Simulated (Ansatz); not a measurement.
ZnTe (zinc blende)

```xyz
2
Lattice="0.0000 3.0895 3.0895 3.0895 0.0000 3.0895 3.0895 3.0895 0.0000" Properties=species:S:1:pos:R:3 pbc="T T T"
Te     4.6343     4.6343     4.6343
Zn     0.0000     0.0000     0.0000
```

In each cell atom 1 (Te, nearest neighbour Zn at 2.676 Å; its periodic images, 4.4 Å or more away, move with it) moves by s·(1.000, 0.000, 0.000) (along Cartesian x), the rest being held.

Method: PBE (plane waves to 420 eV, PAW, scalar-relativistic; Ansatz, a quantum-chemistry and plane-wave program). k mesh 8×8×8 (Γ-centred), Fermi-Dirac smearing 0.05 eV. Energies are smeared free energies. Spin-orbit coupling is left out, though Te is heavy. ZnTe was relaxed with its symmetry unable to fall. ΔE is measured from the undisplaced structure.

```tsv
s (Å)	ΔE (meV/cell)
-0.270	161.4
-0.216	103.9
-0.162	58.7
-0.108	withheld
-0.054	6.6
0.000	0.0
0.054	6.6
0.108	withheld
0.162	58.7
0.216	103.9
0.270	161.4
```

Question: Fit an even polynomial form (powers 2, 4) to the given rows and predict ΔE at s = -0.108.

Answer: Least squares on the 9 given rows: ΔE = (2250)·s² + (-493.3)·s⁴, in meV/cell with s in Å; root-mean-square residual 0.02 meV/cell. At -0.108 the fit gives 26.2 meV/cell; the calculation gives 26.2 meV/cell, the same to the digits shown. The quadratic term alone would give 26.2 meV/cell.

(A displaced cell: forces are minus the slopes of the energy, force constants its curvatures, and phonons follow from these.)
